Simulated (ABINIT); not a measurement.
# MgO (Fm-3m) in ABINIT: a series of runs, part 2 of 2

ABINIT 10.8.3 (patched build).

## (5) Band structure, RPBE

Contents of run.abi:

```
# Datasets: ground state, then fixed potential
ndtset 2

# Pseudopotentials
pp_dirpath "./"
pseudos "Mg.GGA_PBE-JTH.xml, O.GGA_PBE-JTH.xml"

# Structure
acell 5.6041865537 5.6041865537 5.6041865537
rprim
     0.0000000000     0.7071067812     0.7071067812
     0.7071067812     0.0000000000     0.7071067812
     0.7071067812     0.7071067812     0.0000000000
ntypat 2
znucl 12 8
natom 2
typat 1 2
xred
     0.0000000000     0.0000000000     0.0000000000
     0.5000000000     0.5000000000     0.5000000000

# Plane-wave basis
ecut 28.0
pawecutdg 50.0
pawxcdev 0

# Exchange and correlation
ixc 15

# Bands and occupations
occopt 3
tsmear 0.00183747

# SCF cycle
nstep 100

# Output
iomode 3
prtwf 0
prteig 0
prtebands 0
enunit 1
prtden1 1
prtvha1 1
prtvclmb1 1
prtpot1 1

# Dataset 1
kptopt1 1
ngkpt1 11 11 11
nshiftk1 1
shiftk1 0.0 0.0 0.0
nband1 12
tolvrs1 1.0e-9

# Dataset 2: bands along G-X-W-K-G-L-U-W-L-K
iscf2 -2
getden2 1
nband2 18
nbdbuf2 4
tolwfr2 1.0e-11
kptopt2 -9
ndivsm2 5
prteig2 1
kptbounds2
     0.0000000000     0.0000000000     0.0000000000
     0.5000000000     0.0000000000     0.5000000000
     0.5000000000     0.2500000000     0.7500000000
     0.3750000000     0.3750000000     0.7500000000
     0.0000000000     0.0000000000     0.0000000000
     0.5000000000     0.5000000000     0.5000000000
     0.6250000000     0.2500000000     0.6250000000
     0.5000000000     0.2500000000     0.7500000000
     0.5000000000     0.5000000000     0.5000000000
     0.3750000000     0.3750000000     0.7500000000
```

Potentials or basis: JTH PAW PBE v2.0.

Run with:

```
abinit run.abi > log 2>&1
```

run.abo:

```text
.Version 10.8.3 of ABINIT
 DATASET    1 : space group Fm -3 m (#225); Bravais cF (face-center cubic)
================================================================================
 Values of the parameters that define the memory need for DATASET  1.
     intxc =       0    ionmov =       0      iscf =      17    lmnmax =       8
     lnmax =       4     mgfft =      30  mpssoang =       2    mqgrid =    3001
     natom =       2  nloc_mem =       2    nspden =       1   nspinor =       1
    nsppol =       1      nsym =      48    n1xccc =       1    ntypat =       2
    occopt =       3   xclevel =       2
       mpw =         903          nfft =       27000          nkpt =          56
 PAW method is used; the additional fine FFT grid is defined by:
   mgfftf=        36    nfftf =     46656
================================================================================
================================================================================

 DATASET    2 : space group Fm -3 m (#225); Bravais cF (face-center cubic)
================================================================================
 Values of the parameters that define the memory need for DATASET  2.
     intxc =       0    ionmov =       0      iscf =      -2    lmnmax =       8
     lnmax =       4     mgfft =      30  mpssoang =       2    mqgrid =    3001
     natom =       2  nloc_mem =       2    nspden =       1   nspinor =       1
    nsppol =       1      nsym =      48    n1xccc =       1    ntypat =       2
    occopt =       3   xclevel =       2
       mpw =         903          nfft =       27000          nkpt =          87
 PAW method is used; the additional fine FFT grid is defined by:
   mgfftf=        36    nfftf =     46656
[... 997 lines left out ...]
  31.30332   32.39217
 kpt#   5, nband= 18, wtk=  1.00000, kpt=  0.1429  0.0000  0.1429 (reduced coord)
[... 317 lines left out ...]
  15.84774   18.16623   19.17357   23.65872   25.27825   29.42448   32.66653   34.76251
  35.13492   38.49799
 kpt#  85, nband= 18, wtk=  1.00000, kpt=  0.4028  0.4028  0.6944 (reduced coord)
 -66.62171  -33.23437  -33.21297  -33.18711  -10.09454    2.17892    3.16024    4.73107
  16.07909   18.12631   18.76935   23.92754   24.82390   29.88466   33.46332   34.42137
  34.80634   39.49565
 kpt#  86, nband= 18, wtk=  1.00000, kpt=  0.3889  0.3889  0.7222 (reduced coord)
 -66.62140  -33.23035  -33.21805  -33.18900  -10.06753    2.33286    2.97661    4.66885
  16.12163   18.10343   18.51716   24.14758   24.53007   30.46963   33.65818   34.48051
  34.48681   40.63558
 kpt#  87, nband= 18, wtk=  1.00000, kpt=  0.3750  0.3750  0.7500 (reduced coord)
 -66.62122  -33.23074  -33.21765  -33.19060  -10.05503    2.28559    3.06149    4.61943
  16.03578   17.89130   18.54128   24.31100   24.40755   31.14013   33.39039   34.20207
  34.83423   41.48828

== END DATASET(S) ==============================================================
================================================================================

 -outvars: echo values of variables after computation  --------
            acell      5.6041865537E+00  5.6041865537E+00  5.6041865537E+00 Bohr
           etotal1    -7.9804757482E+01
            fcart1    -0.0000000000E+00 -0.0000000000E+00 -0.0000000000E+00
                      -0.0000000000E+00 -0.0000000000E+00 -0.0000000000E+00
            rprim      0.0000000000E+00  7.0710678120E-01  7.0710678120E-01
                       7.0710678120E-01  0.0000000000E+00  7.0710678120E-01
                       7.0710678120E-01  7.0710678120E-01  0.0000000000E+00
           strten1    -3.7566845359E-04 -3.7566845359E-04 -3.7566845359E-04
                       0.0000000000E+00  0.0000000000E+00  0.0000000000E+00
           xangst      0.0000000000E+00  0.0000000000E+00  0.0000000000E+00
                       2.0970013913E+00  2.0970013913E+00  2.0970013913E+00
             xred      0.0000000000E+00  0.0000000000E+00  0.0000000000E+00
                       5.0000000000E-01  5.0000000000E-01  5.0000000000E-01
 Calculation completed.
```

Run time: 37 s. Hardware: 1 thread of Arm Neoverse V2, shared host; peak memory 0.11 GiB.

What came out:

```
Free energy                                           : -2171.5981 eV
Pressure                                              : 11.1 GPa
Band gap on the k mesh                                : 4.97 eV, direct
Band gap along the path                               : 4.97 eV, direct
Valence electrons inside the program's atomic spheres : Mg 8.30; O 4.61
```

Levels at the corners of the path, in eV from the valence-band top:
```tsv
point	band 6	band 7	band 8	band 9	band 10	band 11
Γ	0.00	0.00	0.00	4.97	15.97	15.97
X	-4.07	-1.34	-1.34	9.23	10.32	13.38
W	-2.95	-2.95	-1.77	11.85	11.85	12.54
K	-3.48	-2.70	-1.15	10.27	12.12	12.77
Γ	0.00	0.00	0.00	4.97	15.97	15.97
L	-4.62	-0.67	-0.67	8.09	12.91	16.63
U	-3.48	-2.70	-1.15	10.27	12.12	12.77
W	-2.95	-2.95	-1.77	11.85	11.85	12.54
L	-4.62	-0.67	-0.67	8.09	12.91	16.63
K	-3.48	-2.70	-1.15	10.27	12.12	12.77
```

Caveat: the PAW data sets were made with another functional, which shifts forces and pressure a little.

## (6) Summary

```tsv
level	gap on the mesh (eV)	pressure (GPa)
PBE	4.86	6.6
LDA	4.78	-3.4
PBEsol	4.76	2.2
RPBE	4.97	11.1
```

Alike in all rows: task band structure; potentials or basis JTH PAW PBE v2.0; no spin polarisation; cell as given; k mesh 11 × 11 × 11; cutoff (eV) 762; smearing fermi-dirac 0.05 eV.

On the cell as given the gap runs from 4.76 eV (PBEsol) to 4.97 eV (RPBE). The pressure there spans -3.4 GPa (LDA) to 11.1 GPa (RPBE); a positive pressure means that this level wants a larger cell, a negative one a smaller.

Caveats: the PAW data sets were made with another functional, which shifts forces and pressure a little (some runs).

Absolute energies hang on the potentials; compare differences alone.

## (7) How close it comes

Step 2. Measured gap of MgO: 7.83 eV (quoted in “Electronic structure of alkaline earth and post-transition metal oxides”, 2009, arxiv:0908.1581). This calculation gives 4.86 eV (-2.97 eV). The value is that of PBE, without temperature or zero-point motion. Semilocal functionals fall short of measured gaps as a rule. The cell is a database's relaxed one, not the measured one, which moves gaps too.

Step 3. Measured gap of MgO: 7.83 eV (quoted in “Electronic structure of alkaline earth and post-transition metal oxides”, 2009, arxiv:0908.1581). This calculation gives 4.78 eV (-3.05 eV). The value is that of LDA, without temperature or zero-point motion. Semilocal functionals fall short of measured gaps as a rule. The cell is a database's relaxed one, not the measured one, which moves gaps too.

Step 4. Against the measured gap of MgO, 7.83 eV (quoted in “Electronic structure of alkaline earth and post-transition metal oxides”, 2009, arxiv:0908.1581), the calculated 4.76 eV is off by -3.07 eV. The value is that of PBEsol, without temperature or zero-point motion. Semilocal functionals fall short of measured gaps as a rule. The cell is a database's relaxed one, not the measured one, which moves gaps too.

Step 5. Against the measured gap of MgO, 7.83 eV (quoted in “Electronic structure of alkaline earth and post-transition metal oxides”, 2009, arxiv:0908.1581), the calculated 4.97 eV is off by -2.86 eV. The value is that of RPBE, without temperature or zero-point motion. Semilocal functionals fall short of measured gaps as a rule. The cell is a database's relaxed one, not the measured one, which moves gaps too.
